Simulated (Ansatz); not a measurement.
# YN: pressure against volume per atom

All results are calculated (Ansatz 0.2.0). Periodic Kohn-Sham DFT of a crystal at fixed atoms; pressure and stress are positive in compression; the energy is the free energy less that of spherical unpolarised free atoms; site moments are those in the method's own spheres, positive along +z.

Cell of the first row (space group Fm-3m, No. 225):
```
cell vectors (Å)
   0.0000     2.3887     2.3887
   2.3887     0.0000     2.3887
   2.3887     2.3887     0.0000
atoms (fractions of the cell vectors)
Y   0.00000  0.00000  0.00000
N   0.50000  0.50000  0.50000
```

Settings of every row: method frozen-core PAW; functional LDA; relativity scalar; k mesh 9x9x9; filling fermi-dirac; smearing width 0.03 eV; wave cutoff 420 eV; paw set soft_2.

Atom start moment: 0 on all atoms.

Limits: PAW files made with PBE; small gap, it may come from the mesh.

| row | volume per atom (Å³) | pressure (GPa) |
| --- | --- | --- |
| 1 | 13.63 | 5.147 |
| 2 | 13.637 | 5.039 |
| 3 | 13.92 | 1.046 |
| 4 | 14.065 | -0.848 |
| 5 | 14.21 | -2.642 |
| 6 | 14.5 | -5.957 |
| 7 | 14.645 | ? |
| 8 | 14.79 | -8.935 |
| 9 | 14.935 | -10.308 |
| 10 | 15.08 | -11.609 |
| 11 | 15.37 | -14.006 |

Question: what pressure should row 7 give?

Worked fit of pressure. Take u = (V_r/V)^(2/3) − 1 with V_r = 14.355 Å³ an atom, which is twice the finite (Eulerian) strain; such expansions in the strain, on which the Birch-Murnaghan equation of state is built, carry the rest volume and the bulk modulus. The shown rows have u = 0.03515, 0.0348, 0.02073, 0.0137, 0.00679, -0.00668, -0.01971, -0.02606, -0.03231, -0.04452. Least squares give pressure = −4.3436 + 245.992 × u + 667.45 × u² + 387 × u³ GPa; a parabola predicts inner rows, each left out in turn, worse (root mean square 0.006 against 0.0019 GPa). The rows lie off it by 0.003, -0.003, 0.000, -0.001, 0.000, 0.000, 0.001, 0.000, -0.001, 0.000. The pressure vanishes at u = 0.0169, or V = 14 Å³ an atom, and there the bulk modulus at fixed shape and fractions is B = −V dP/dV = (2/3)(1 + u) dP/du = 182 GPa. The withheld row has u = -0.01325, so the fit gives −4.3436 + 245.992 × (-0.01325) + 667.45 × (-0.01325)² + 387 × (-0.01325)³ = -7.487 GPa.

The calculation gave -7.486 GPa. The fit lies 0.001 GPa (0.0052 % of the column's range) below it, one unit of the last digit.
